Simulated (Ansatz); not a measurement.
TiAl: energy along a strain

TiAl, P4/mmm, a = 2.822 Å, c = 4.077 Å. The structure is a COD entry; whether it is the stable form wasn't checked. Ansatz: PBE, PAW, 420 eV, Γ-centred 22×22×16 mesh on 2 atoms, Gaussian smearing 0.15 eV; no spin polarisation. Cell vectors (Å): 2.822 0.000 0.000; 0.000 2.822 0.000; 0.000 0.000 4.077. The cell is strained by x per cent times the pattern (1 0 0 0 0 0) in the order xx yy zz yz xz xy (engineering shears), with fractional coordinates held. y is the free energy over the start, V0 = 16.234 Å³/atom.

| x (%) | y (meV/atom) |
| --- | --- |
| -4.00 | ? |
| -3.00 | 9.75 |
| -2.00 | 4.27 |
| -1.00 | 1.08 |
| 0.00 | 0.00 |
| 1.00 | 0.89 |
| 2.00 | 3.61 |
| 3.00 | 8.03 |
| 3.50 | 10.84 |
| 4.00 | 14.04 |

Task: Fit y = c1 x + c2 x² + c3 x³ to the other rows, get the stiffness along the pattern, and predict the missing energy.

Result: Least squares on the rows shown. y = −0.077086 x + 0.98775 x² − 0.022921 x³. The clamped-ion stiffness p·C·p = 2 × 9.877 eV × 160.2 / 16.234 Å³ = 195 GPa, which is C11 in these axes; c1 is there for the stress left in the start, which by itself gives a slope of -0.07 meV/atom per %. At x = -4.00 the fit asked for gives 17.58 meV/atom. The run gave 17.69 meV/atom, so the fit is 0.11 meV/atom too low, a small miss on the scale of the series.